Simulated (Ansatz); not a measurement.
## Relaxing MgO

Computed with Ansatz, DFT r2SCAN, scalar-relativistic, plane waves, PAW. Cutoff 500 eV, Γ-centred k mesh, Gaussian smearing, no spin polarisation in the final step.

MgO was placed on the CuPt (L1_1) structure type (R-3m, No. 166), with Mg in place of Cu, O in place of Pt, at a guessed volume.

```xyz
2
Lattice="1.1811 0.6819 3.7622 -1.1811 0.6819 3.7622 0.0000 -1.3639 3.7622" Properties=species:S:1:pos:R:3 pbc="T T T"
Mg    0.0000    0.0000    0.0000
O     0.0000    0.0000    5.6433
```

Steps on the 12×12×12 mesh (2 atoms). 11 of 13 steps are shown, and the free energy counts from the last. Trial steps that were taken back and renewals of the plane-wave basis can be among the rows.

| step | ΔF (meV/atom) | V (Å³/atom) | P (GPa) |
| --- | --- | --- | --- |
| 1 | 3461.3 | 9.09 | 43.12 |
| 2 | 2638.2 | 9.48 | 21.26 |
| 3 | 1941.1 | 9.61 | 9.16 |
| 4 | 1307.5 | 9.61 | 2.06 |
| 5 | 829.5 | 9.39 | 1.69 |
| 6 | 384.6 | 9.44 | -2.21 |
| 8 | 31.8 | 9.13 | -0.16 |
| 9 | 28.9 | 9.11 | -0.13 |
| 11 | 3.4 | 9.10 | 3.55 |
| 12 | 0.1 | 9.30 | -0.09 |
| 13 | 0.0 | 9.30 | -0.11 |

A final relaxation ran on a 10×10×10 mesh. The relaxed crystal, Fm-3m (No. 225):

Space group Fm-3m (No. 225). a = 4.204 Å, b = 4.204 Å, c = 4.204 Å, α = 90.00°, β = 90.00°, γ = 90.00°
```json
{"atom": "Mg", "site": "4a", "symmetry": "m-3m", "x": "0.0000", "y": "0.0000", "z": "0.0000"}
{"atom": "O", "site": "4b", "symmetry": "m-3m", "x": "0.5000", "y": "0.0000", "z": "0.0000"}
```

```
Volume per atom          : 9.29 Å³
Density                  : 3.60 g/cm³
Energy over the elements : -2.974 eV/atom
Gap on the 10×10×10 mesh : 5.68 eV
```

Formation energies are uncorrected and refer to the elements' standard structures at the same level (O₂ as a molecule).

The final run used a 10×10×10 mesh on its 2-atom cell and 0.02 eV smearing.

Symmetry constrained the relaxation, so the result can be a saddle point.

Cost: 3 runs of about 1.9 core-minutes in all, on Intel Xeon 6975P-C (Granite Rapids) (shared hosts).